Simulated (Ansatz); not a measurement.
## Where Ta_Al puts its levels in the gap of AlN (P6_3mc)

Wanted: the transition levels of a substitutional impurity in AlN (P6_3mc), from a cell of 72 host atoms with 1 Al taken out and 1 Ta put in.

Method: place-levels on r2SCAN runs: charge-transition levels and formation energies with image-charge correction and potential alignment at the atomic sites; PAW set soft_1, in Ansatz 0.2.0.

## 1. The structure

The cell holds 72 atoms: 35 Al, 36 N and 1 Ta. Cell: a = 9.320 Å, b = 9.320 Å, c = 9.956 Å, α = 90.0°, β = 90.0°, γ = 120.0°. It derives from AlN (space group P6_3mc). Nearest the centre at fractional (0.444, 0.556, 0.500): Ta34 at 0.00 Å, N11 at 1.89 Å, N43 at 1.89 Å, N35 at 1.89 Å, N40 at 1.90 Å, Al9 at 3.07 Å, Al13 at 3.07 Å, Al41 at 3.07 Å.

Structure file:

```xyz
72
Lattice="9.3196 0.0000 0.0000 -4.6598 8.0710 0.0000 0.0000 0.0000 9.9565" Properties=species:S:1:pos:R:3 pbc="T T T"
Al    1.5533    0.8968    2.4852
Al    0.0000    1.7936    4.9743
N     1.5533    0.8968    4.3848
N     0.0000    1.7936    1.8957
Al    1.5533    0.8968    7.4634
Al    0.0000    1.7936    9.9525
N     1.5533    0.8968    9.3631
N     0.0000    1.7936    6.8739
Al    0.0000    3.5871    2.4852
Al   -1.5533    4.4839    4.9743
N     0.0000    3.5871    4.3848
N    -1.5533    4.4839    1.8957
Al    0.0000    3.5871    7.4634
Al   -1.5533    4.4839    9.9525
N     0.0000    3.5871    9.3631
N    -1.5533    4.4839    6.8739
Al   -1.5533    6.2774    2.4852
Al   -3.1065    7.1742    4.9743
N    -1.5533    6.2774    4.3848
N    -3.1065    7.1742    1.8957
Al   -1.5533    6.2774    7.4634
Al   -3.1065    7.1742    9.9525
N    -1.5533    6.2774    9.3631
N    -3.1065    7.1742    6.8739
Al    4.6598    0.8968    2.4852
Al    3.1065    1.7936    4.9743
N     4.6598    0.8968    4.3848
N     3.1065    1.7936    1.8957
Al    4.6598    0.8968    7.4634
Al    3.1065    1.7936    9.9525
N     4.6598    0.8968    9.3631
N     3.1065    1.7936    6.8739
Al    3.1065    3.5871    2.4852
Ta    1.5533    4.4839    4.9743
N     3.1065    3.5871    4.3848
N     1.5533    4.4839    1.8957
Al    3.1065    3.5871    7.4634
Al    1.5533    4.4839    9.9525
N     3.1065    3.5871    9.3631
N     1.5533    4.4839    6.8739
Al    1.5533    6.2774    2.4852
Al    0.0000    7.1742    4.9743
N     1.5533    6.2774    4.3848
N     0.0000    7.1742    1.8957
Al    1.5533    6.2774    7.4634
Al    0.0000    7.1742    9.9525
N     1.5533    6.2774    9.3631
N     0.0000    7.1742    6.8739
Al    7.7663    0.8968    2.4852
Al    6.2130    1.7936    4.9743
N     7.7663    0.8968    4.3848
N     6.2130    1.7936    1.8957
Al    7.7663    0.8968    7.4634
Al    6.2130    1.7936    9.9525
N     7.7663    0.8968    9.3631
N     6.2130    1.7936    6.8739
Al    6.2130    3.5871    2.4852
Al    4.6598    4.4839    4.9743
N     6.2130    3.5871    4.3848
N     4.6598    4.4839    1.8957
Al    6.2130    3.5871    7.4634
Al    4.6598    4.4839    9.9525
N     6.2130    3.5871    9.3631
N     4.6598    4.4839    6.8739
Al    4.6598    6.2774    2.4852
Al    3.1065    7.1742    4.9743
N     4.6598    6.2774    4.3848
N     3.1065    7.1742    1.8957
Al    4.6598    6.2774    7.4634
Al    3.1065    7.1742    9.9525
N     4.6598    6.2774    9.3631
N     3.1065    7.1742    6.8739
```

Screening for the image-charge correction: ε∞ = (4.49, 4.49, 4.72), ε0 = (8.15, 8.15, 9.65), computed on the host (DFPT, PBEsol, on the r2SCAN cell), and a cell off the functional's own equilibrium shifts the ionic part.

The cell's shortest repeat is 9.3 Å.

## 2. What was run first

Levels follow from differences of total energies between charge states, each relaxed by itself.

Each atom starts 0.05 Å or so off its site in a random direction: a symmetric start keeps its symmetry, and would miss off-centre moves and Jahn–Teller distortions. Forces are taken at one point at (¼, ¼, ¼). The cell holds 1 electron more than the neutral one, with a uniform background that keeps it neutral on the whole. The electron count is odd, so at least one spin is unpaired; this run locks the moment at 1 μB.

The sampling was tested on the host first: at the k-points planned (1x1x1 shifted 0.25 0.25 0.25) its energy lies -0.014 eV an atom from the dense-mesh value, under the bound of 0.02 eV set for this test; that bounds the host's error, not the defect's.

One state's input; the others differ in charge, spin, start and seed, and in occupations where the table says so.

File qm1_M1.relax/input.yaml:

```yaml
crystal:
  lattice:
    - [9.31956554, 9.0e-08, 0.0]
    - [-4.65978284, 8.07098046, 0.0]
    - [0.0, 0.0, 9.95647772]
  atoms:
    - { symbol: Al, position: [0.22222222, 0.11111111, 0.24960167] }
    - { symbol: Al, position: [0.11111111, 0.22222222, 0.49960167] }
    - { symbol: "N", position: [0.22222222, 0.11111111, 0.44039833] }
    - { symbol: "N", position: [0.11111111, 0.22222222, 0.19039833] }
    - { symbol: Al, position: [0.22222222, 0.11111111, 0.74960167] }
    - { symbol: Al, position: [0.11111111, 0.22222222, 0.99960167] }
    - { symbol: "N", position: [0.22222222, 0.11111111, 0.94039833] }
    - { symbol: "N", position: [0.11111111, 0.22222222, 0.69039833] }
    - { symbol: Al, position: [0.22222222, 0.44444444, 0.24960167] }
    - { symbol: Al, position: [0.11111111, 0.55555556, 0.49960167] }
    - { symbol: "N", position: [0.22222222, 0.44444444, 0.44039833] }
    - { symbol: "N", position: [0.11111111, 0.55555556, 0.19039833] }
    - { symbol: Al, position: [0.22222222, 0.44444444, 0.74960167] }
    - { symbol: Al, position: [0.11111111, 0.55555556, 0.99960167] }
    - { symbol: "N", position: [0.22222222, 0.44444444, 0.94039833] }
    - { symbol: "N", position: [0.11111111, 0.55555556, 0.69039833] }
    - { symbol: Al, position: [0.22222222, 0.77777778, 0.24960167] }
    - { symbol: Al, position: [0.11111111, 0.88888889, 0.49960167] }
    - { symbol: "N", position: [0.22222222, 0.77777778, 0.44039833] }
    - { symbol: "N", position: [0.11111111, 0.88888889, 0.19039833] }
    - { symbol: Al, position: [0.22222222, 0.77777778, 0.74960167] }
    - { symbol: Al, position: [0.11111111, 0.88888889, 0.99960167] }
    - { symbol: "N", position: [0.22222222, 0.77777778, 0.94039833] }
    - { symbol: "N", position: [0.11111111, 0.88888889, 0.69039833] }
    - { symbol: Al, position: [0.55555556, 0.11111111, 0.24960167] }
    - { symbol: Al, position: [0.44444444, 0.22222222, 0.49960167] }
    - { symbol: "N", position: [0.55555556, 0.11111111, 0.44039833] }
    - { symbol: "N", position: [0.44444444, 0.22222222, 0.19039833] }
    - { symbol: Al, position: [0.55555556, 0.11111111, 0.74960167] }
    - { symbol: Al, position: [0.44444444, 0.22222222, 0.99960167] }
    - { symbol: "N", position: [0.55555556, 0.11111111, 0.94039833] }
    - { symbol: "N", position: [0.44444444, 0.22222222, 0.69039833] }
    - { symbol: Al, position: [0.55555556, 0.44444444, 0.24960167] }
    - { symbol: Ta, position: [0.44444444, 0.55555556, 0.49960167] }
    - { symbol: "N", position: [0.55555556, 0.44444444, 0.44039833] }
    - { symbol: "N", position: [0.44444444, 0.55555556, 0.19039833] }
    - { symbol: Al, position: [0.55555556, 0.44444444, 0.74960167] }
    - { symbol: Al, position: [0.44444444, 0.55555556, 0.99960167] }
    - { symbol: "N", position: [0.55555556, 0.44444444, 0.94039833] }
    - { symbol: "N", position: [0.44444444, 0.55555556, 0.69039833] }
    - { symbol: Al, position: [0.55555556, 0.77777778, 0.24960167] }
    - { symbol: Al, position: [0.44444444, 0.88888889, 0.49960167] }
    - { symbol: "N", position: [0.55555556, 0.77777778, 0.44039833] }
    - { symbol: "N", position: [0.44444444, 0.88888889, 0.19039833] }
    - { symbol: Al, position: [0.55555556, 0.77777778, 0.74960167] }
    - { symbol: Al, position: [0.44444444, 0.88888889, 0.99960167] }
    - { symbol: "N", position: [0.55555556, 0.77777778, 0.94039833] }
    - { symbol: "N", position: [0.44444444, 0.88888889, 0.69039833] }
    - { symbol: Al, position: [0.88888889, 0.11111111, 0.24960167] }
    - { symbol: Al, position: [0.77777778, 0.22222222, 0.49960167] }
    - { symbol: "N", position: [0.88888889, 0.11111111, 0.44039833] }
    - { symbol: "N", position: [0.77777778, 0.22222222, 0.19039833] }
    - { symbol: Al, position: [0.88888889, 0.11111111, 0.74960167] }
    - { symbol: Al, position: [0.77777778, 0.22222222, 0.99960167] }
    - { symbol: "N", position: [0.88888889, 0.11111111, 0.94039833] }
    - { symbol: "N", position: [0.77777778, 0.22222222, 0.69039833] }
    - { symbol: Al, position: [0.88888889, 0.44444444, 0.24960167] }
    - { symbol: Al, position: [0.77777778, 0.55555556, 0.49960167] }
    - { symbol: "N", position: [0.88888889, 0.44444444, 0.44039833] }
    - { symbol: "N", position: [0.77777778, 0.55555556, 0.19039833] }
    - { symbol: Al, position: [0.88888889, 0.44444444, 0.74960167] }
    - { symbol: Al, position: [0.77777778, 0.55555556, 0.99960167] }
    - { symbol: "N", position: [0.88888889, 0.44444444, 0.94039833] }
    - { symbol: "N", position: [0.77777778, 0.55555556, 0.69039833] }
    - { symbol: Al, position: [0.88888889, 0.77777778, 0.24960167] }
    - { symbol: Al, position: [0.77777778, 0.88888889, 0.49960167] }
    - { symbol: "N", position: [0.88888889, 0.77777778, 0.44039833] }
    - { symbol: "N", position: [0.77777778, 0.88888889, 0.19039833] }
    - { symbol: Al, position: [0.88888889, 0.77777778, 0.74960167] }
    - { symbol: Al, position: [0.77777778, 0.88888889, 0.99960167] }
    - { symbol: "N", position: [0.88888889, 0.77777778, 0.94039833] }
    - { symbol: "N", position: [0.77777778, 0.88888889, 0.69039833] }
  host:
    repeats: [3, 3, 2]
    atoms:
      - { symbol: Al, position: [0.66666667, 0.33333333, 0.49920333] }
      - { symbol: Al, position: [0.33333333, 0.66666667, 0.99920333] }
      - { symbol: "N", position: [0.66666667, 0.33333333, 0.88079667] }
      - { symbol: "N", position: [0.33333333, 0.66666667, 0.38079667] }
total_charge: -1
basis:
  ecutwfc: 500
  xc_grid: 2
hamiltonian:
  xc: r2scan
  pseudopotentials: { kind: paw, azcp: { folder: soft_1 } }
kpoints:
  mp_grid: { grid: [1, 1, 1], shift: [0.25, 0.25, 0.25] }
magnetization:
  spin_polarized: true
  initial_magnetization: 1
  spin_locking: { lock_magnetization: hard }
scf:
  occupations: { method: fixed }
  max_iter: 80
output:
  forces: true
  charged_corrections:
    epsilon: [4.49, 4.49, 4.72]
    static_epsilon: [8.15, 8.15, 9.65]
    defect_position: [0.444444, 0.555556, 0.499602]
relax:
  f_tol: 0.02
  max_steps: 80
  random_displacement: { amplitude: 0.05, seed: 8523 }
checkpoint:
  write: "../qm1_M1.relax.run"
  compress: false
  write_wavefunctions: true
  write_every: 100000
```

Command:

```
> ansatz run input.yaml --threads 4 --pin off --max-ram 7536MiB --backend cpu --events-out ev --progress --plain --runs-dir out
```

The relaxed structure is kept and the sampling changed to a 2×2×2 shifted mesh.

The run of this state that the levels use, under r2SCAN:

File qm1_M1.point/input.yaml:

```yaml
crystal:
  checkpoint: "../qm1_M1.relax.run"
  host: checkpoint
total_charge: -1
basis:
  ecutwfc: 500
  xc_grid: 2
hamiltonian:
  xc: r2scan
  pseudopotentials: { kind: paw, azcp: { folder: soft_1 } }
kpoints:
  mp_grid: { grid: [2, 2, 2], shift: [0.5, 0.5, 0.5] }
magnetization:
  spin_polarized: true
  initial_magnetization: 1
  spin_locking: { lock_magnetization: hard }
scf:
  occupations: { method: fermi_dirac, width: 0.01 }
  max_iter: 80
output:
  forces: true
  eigenvalues: true
  charged_corrections:
    epsilon: [4.49, 4.49, 4.72]
    static_epsilon: [8.15, 8.15, 9.65]
    defect_position: [0.444444, 0.555556, 0.499602]
  eigenstates: { localisation: true }
  populations: true
  efg: {}
checkpoint:
  read: "../qm1_M1.relax.run"
  write: "../qm1_M1.point.run"
  compress: false
  write_wavefunctions: false
  write_every: 100000
```

Relaxations under r2SCAN at one point at (¼, ¼, ¼); times on 4 threads of Arm Neoverse V2, shared host:

| charge | moment (μB) | occupations | outcome | steps | largest displacement against the far atoms (Å) | time |
| --- | --- | --- | --- | --- | --- | --- |
| −1 | 1 | fixed | converged | 12 | 0.33 | 5 min |
| 0 | 0 | fixed | converged | 13 | 0.36 | 2.6 min |
| +1 | 1 | fixed | converged | 9 | 0.17 | 4.7 min |
| +2 | 0 | fixed | converged | 9 | 0.09 | 1.7 min |
| 0 | 2 | fixed | converged | 7 | 0.30 | 3.2 min |

Single points under r2SCAN at a 2×2×2 shifted mesh; times on 4 threads of Arm Neoverse V2, shared host:

| charge | moment (μB) | occupations | outcome | time |
| --- | --- | --- | --- | --- |
| −1 | 1 | fermi-dirac | converged | 3.2 min |
| 0 | 0 | fermi-dirac | converged | 77 s |
| +1 | 1 | fermi-dirac | converged | 3.5 min |
| +2 | 0 | fermi-dirac | converged | 76 s |
| 0 | 2 | fermi-dirac | converged | 3.1 min |

Distances (Å) from Ta34 to the nearest atoms after relaxation with r2SCAN:

| charge | moment (μB) | 1. | 2. | 3. | 4. | 5. | 6. |
| --- | --- | --- | --- | --- | --- | --- | --- |
| −1 | 1 | N 2.05 | N 2.05 | N 2.12 | N 2.27 | N 2.71 | Al 2.87 |
| 0 | 0 | N 1.96 | N 1.96 | N 2.12 | N 2.22 | N 2.69 | Al 2.88 |
| 0 | 2 | N 2.03 | N 2.04 | N 2.04 | N 2.22 | N 2.69 | Al 2.90 |
| +1 | 1 | N 1.94 | N 2.00 | N 2.01 | N 2.08 | N 2.83 | Al 2.99 |
| +2 | 0 | N 1.93 | N 1.94 | N 1.94 | N 1.95 | N 2.97 | Al 3.11 |

(Part 1 of 2 ends here.)

[Logs are printed without paths, hosts, clocks, repeated set-up lines and the standing remarks that a program may print on its own settings, such as how far it seeks lower states.]

[Hosts, paths, dates, database ids (printed as entryN), source tags and the programs' standing remarks are cut or masked in the printed files.]

[Where a table of states has a column of steps, it counts the stored structures, which are thinned; the runs took as many ionic steps or more.]

[A defect's name tells the site on which it was built; relaxed atoms can leave that site.]

[For some hosts the program warned that the k-mesh of the response run may be too coarse for force constants and the static dielectric constant; such warnings are not shown here.]
